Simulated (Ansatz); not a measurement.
# W2S5: the cost of one run

Computed with Ansatz 0.2.0 (DFT PBE, scalar-relativistic, plane waves, PAW, unless a step's input says otherwise).

4 further runs of the same task are left out: 4 set aside as unsound or not needed.

### 1 The structure to begin with

The structure is trigonal, space group R3m (No. 160). The conventional cell has a = 3.188 Å, b = 3.188 Å, c = 22.423 Å, α = 90.00°, β = 90.00°, γ = 120.00°. W (site symmetry 3m) is surrounded by 6 S at 2.42 Å. S (site symmetry 3m) is surrounded by 3 W at 2.42 Å.

Coordinates:

```cif
data_structure
_symmetry_space_group_name_H-M 'P 1'
_symmetry_Int_Tables_number 1
_cell_length_a 7.6977
_cell_length_b 7.6977
_cell_length_c 7.6977
_cell_angle_alpha 23.900
_cell_angle_beta 23.900
_cell_angle_gamma 23.900
_cell_volume 65.78
loop_
_atom_site_label
_atom_site_type_symbol
_atom_site_fract_x
_atom_site_fract_y
_atom_site_fract_z
_atom_site_occupancy
W1 W 0.00068 0.00068 0.00068 1
S1 S 0.40407 0.40407 0.40407 1
S2 S 0.26395 0.26395 0.26395 1
```

It goes back to an entry of the Materials Project, which need not be the stable form.

It is the result of an earlier relaxation at this level (volume 21.93 Å³/atom; gap on the mesh: 1.64 eV).

The host's static dielectric tensor, from an earlier linear-response run, has a mean of 8.80.

The perfect supercell (rows 1 -2 1; 0 -1 0; 3 -1 -2 in vectors of this cell) comes from an earlier run at this level (15 atoms, E(σ→0) -60957.0673 eV, gap 2.23 eV on its own mesh).

### 2 Making the defect

The atom at (0.001, 0.998, 0.000) of the supercell is taken out. The other atoms start on their ideal sites. Its neighbours are 6 S at 2.42 Å.

### 3 Charge state 0

Contents of input.yaml:

```yaml
crystal:
  lattice:
    - [4.7816210048, -2.7606701743, 0.0]
    - [1.5938736683, -0.9202233914, -7.4744489262]
    - [6.375494673, 5.5213403485, 0.0]
  atoms:
    - { symbol: W, position: [0.4006774492, 0.9979676524, 0.2] }
    - { symbol: W, position: [0.8006774492, 0.9979676524, 0.4] }
    - { symbol: W, position: [0.2006774492, 0.9979676524, 0.6] }
    - { symbol: W, position: [0.6006774492, 0.9979676524, 0.8] }
    - { symbol: S, position: [0.4040742748, 0.7877771756, 1.0], spin: 0.333 }
    - { symbol: S, position: [0.8040742748, 0.7877771756, 0.2], spin: 0.333 }
    - { symbol: S, position: [0.2040742748, 0.7877771756, 0.4] }
    - { symbol: S, position: [0.6040742748, 0.7877771756, 0.6] }
    - { symbol: S, position: [0.0040742748, 0.7877771756, 0.8], spin: 0.333 }
    - { symbol: S, position: [0.263948276, 0.208155172, 1.0], spin: 0.333 }
    - { symbol: S, position: [0.663948276, 0.208155172, 0.2], spin: 0.333 }
    - { symbol: S, position: [0.063948276, 0.208155172, 0.4] }
    - { symbol: S, position: [0.463948276, 0.208155172, 0.6] }
    - { symbol: S, position: [0.863948276, 0.208155172, 0.8], spin: 0.333 }
  host:
    lattice:
      - [1.5938736683, 0.9202233914, 7.4744489262]
      - [-1.5938736683, 0.9202233914, 7.4744489262]
      - [0.0, -1.8404467828, 7.4744489262]
    atoms:
      - { symbol: W, position: [0.0006774492, 0.0006774492, 0.0006774492] }
      - { symbol: S, position: [0.4040742748, 0.4040742748, 0.4040742748] }
      - { symbol: S, position: [0.263948276, 0.263948276, 0.263948276] }
basis:
  ecutwfc: 420
  xc_grid: 2
kpoints:
  mp_grid: { grid: [1, 1, 1], shift: [0.0, 0.0, 0.0] }
hamiltonian:
  xc: pbe
scf:
  occupations: { method: gaussian, width: 0.01 }
output:
  forces: true
  stress: false
  eigenvalues: true
  populations: true
  charged_corrections:
    defect_position: [0.00067745, 0.99796765, 1.0]
    epsilon: [[11.5894, 0.0, 0.0], [0.0, 11.5894, 0.0], [0.0, 0.0, 3.2073]]
magnetization:
  spin_polarized: true
relax:
  adjacent_minimum: "off"
  f_tol: 0.025
  max_steps: 45
```

Command:

```console
> ansatz run input.yaml --threads 4 --pin off --max-ram 10240MiB --backend cpu --events-out ev --progress --plain --runs-dir out
```

Q: Estimate wall time and peak memory on 4 threads of Arm Neoverse V2, shared host.

About 42 s, with a peak of 0.52 GiB.
